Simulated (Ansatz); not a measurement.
# Band structure of Bi

```
Bi
1.0
     4.53900    0.00000    0.00000
    -2.26950    3.93089    0.00000
     0.00000    0.00000   11.82900
Bi
2
Direct
  0.33333 0.66667 0.25000
  0.66667 0.33333 0.75000
```

Atom numbers follow the list: Bi1, Bi2.

The cell comes from COD entry 9011614, which wasn't checked; take it as a given geometry.

All numbers below come from DFT, PBE, all-electron LAPW, Dirac equation with spin-orbit coupling (Ansatz 0.2.0).

The runs use a Γ-centred 9×9×3 k mesh, Fermi–Dirac smearing of 0.08 eV, basis error target 0.25 meV/atom, no spin polarisation.

Points in fractions of the reciprocal vectors of this cell: Γ (0, 0, 0), M (0.5, 0, 0), K (0.333, 0.333, 0), A (0, 0, 0.5), L (0.5, 0, 0.5), H (0.333, 0.333, 0.5). The path joins them by straight lines in the order Γ–M–K–Γ–A–L–H–A–L; legs that retrace an earlier one aren't tabulated. Energies are in eV from the Fermi level.

Problem. List the levels at A between -20 and 3.5 eV.

Solution. -10.05 (×4), -1.27 (×4), 0.86 (×4), 2.19 (×4).

Problem. List the levels at H between -20 and 3.5 eV.

Solution. -9.65 (×4), -1.82 (×4), -0.33 (×2), -0.33 (×2), 0.49 (×2), 0.50 (×2).

Problem. List the levels at M between -20 and 3.5 eV.

Solution. -9.70 (×4), -1.96 (×2), -1.95 (×2), -0.10 (×2), -0.02 (×2), 1.04 (×2), 1.13 (×2).

Problem. What is the band gap?

Solution. none: bands cross the Fermi level, a metal.
